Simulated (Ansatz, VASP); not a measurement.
Two plane-wave programs on Hg

File INCAR:

```
ALGO     = Normal         # electronic algorithm
EDIFF    = 1E-6           # SCF threshold, eV
ENCUT    = 520            # plane-wave cutoff, eV
GGA      = PE             # functional
ISIF     = 2              # what is computed and relaxed
ISMEAR   = -1             # smearing method
LASPH    = True           # aspherical terms in the spheres
LCHARG   = True           # write CHGCAR
LELF     = True           # ELF
LREAL    = False          # projectors in reciprocal space
LVHAR    = True         
LWAVE    = False          # write WAVECAR
NBANDS   = 12             # bands
NELM     = 60             # most SCF steps
PREC     = Accurate       # precision mode
SIGMA    = 0.03           # smearing width, eV
```

File KPOINTS:

```
k-points
0
Gamma
  10 10 10
```

File POSCAR:

```
Hg
1.0
    2.0783995336      1.1999645302      1.9747385792
   -2.0783995336      1.1999645302      1.9747385792
    0.0000000000     -2.3999290604      1.9747385791
Hg
1
Direct
    0.0000000000      1.0000000000      0.0000000000
```

Input for Ansatz:

```yaml
crystal:
  lattice:
    - [2.0783995336, 1.1999645302, 1.9747385792]
    - [-2.0783995336, 1.1999645302, 1.9747385792]
    - [0.0, -2.3999290604, 1.9747385791]
  atoms:
    - { symbol: Hg, position: [0.0, 1.0, 0.0] }
hamiltonian:
  xc: pbe
  pseudopotentials:
    kind: paw
    azcp:
      Hg: "pseudopotentials/Hg.paw.azcp"
basis:
  ecutwfc: 420
  fft_grid_basis: typed
kpoints:
  mp_grid: { grid: [10, 10, 10], shift: [0, 0, 0] }
magnetization:
  spin_polarized: false
scf:
  occupations: { method: fermi_dirac, width: 0.03 }
  lower_state_search: "off"
output:
  stress: true
```

Alike in both runs: task single point; functional PBE; k mesh 10 × 10 × 10; occupations fermi-dirac, width 0.03 eV; no spin polarisation.

|  | VASP | Ansatz |
| --- | --- | --- |
| version | VASP 6.6.1 | Ansatz 0.2.0 |
| potentials or method | VASP PAW PBE potentials, release 64 (Hg) | plane waves (420 eV) with PAW, scalar-relativistic |
| plane-wave cutoff (eV) | 520 | 420 |
| valence electrons in the cell | 12 | 20 |

```tsv
	VASP	Ansatz	Ansatz less VASP
pressure (GPa)	0.1	-0.1	-0.17
largest component of the traceless stress (GPa)	0.18	0.21	+0.034
```

The functional is the same, so the differences come from potentials, cutoffs and numerics. The two sets of potentials don't hold the same shells in valence.

Spin-orbit coupling is left out, which matters for the levels of Hg.
